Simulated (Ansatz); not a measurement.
Input of an Ansatz 0.2.0 run:

File input.yaml:

```yaml
crystal:
  lattice:
    - [-1.657269, 1.657269, 1.657269]
    - [1.657269, -1.657269, 1.657269]
    - [1.657269, 1.657269, -1.657269]
  atoms:
    - { symbol: Au, position: [0.0, 0.0, 0.0] }
hamiltonian:
  xc: pbesol
  pseudopotentials: { kind: paw }
kpoints:
  mp_grid: { grid: [8, 8, 8] }
scf:
  occupations: { method: fermi_dirac, width: 0.05 }
output:
  forces: true
  stress: true
elastic:
  mode: relaxed_ion
  stencil: two_point
```

Potentials or basis: Ansatz PAW.

Launch:

```console
$ ansatz run input.yaml --threads 2 --pin off --max-ram 5632MiB --backend cpu --events-out ev --progress --plain --runs-dir out
```

(1) Predict the band gap on the k mesh.

(2) Estimate the pressure.

## Answers

(1) none (metal or under the smearing width).

(2) -9.4 GPa.

Caveat: the cell is more than 3 GPa from zero pressure, which shifts response properties; the PAW data sets come from PBE, with cores solved anew for the run's functional, which leaves a small shift of forces and pressure.
